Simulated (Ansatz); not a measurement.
Chalcopyrite CuInS2, treated with revPBE (PAW; Ansatz, a first-principles code).

Run with plane-wave cutoff 520 eV, 10×10×10 k mesh, Fermi–Dirac smearing 0.01 eV, no spin polarisation, scalar-relativistic PAW data made under PBE.

Computed at the level's own relaxed cell.

### Question
What does this level give for the bulk modulus B0, band gap and equilibrium volume per atom?

### Answer

- bulk modulus B0: 58.4 GPa
- band gap: 0.03 eV (under three smearing widths, so not firm)
- equilibrium volume per atom: 22.43 Å³/atom

Measured, for comparison: band gap 1.55 eV (temperature not stated, not corrected to a static lattice, direct or pseudo-direct at Γ; as tabulated in Ghosh et al. (2024), arXiv:2401.16805).

Note: the bulk modulus comes from volumes at which shape and atoms were relaxed.

Spin–orbit coupling is not included; it can close the smallest gap of 0.03 eV.

Computed values are for the static lattice.

Cost on a shared machine: about 40 core-minutes (a rough figure).
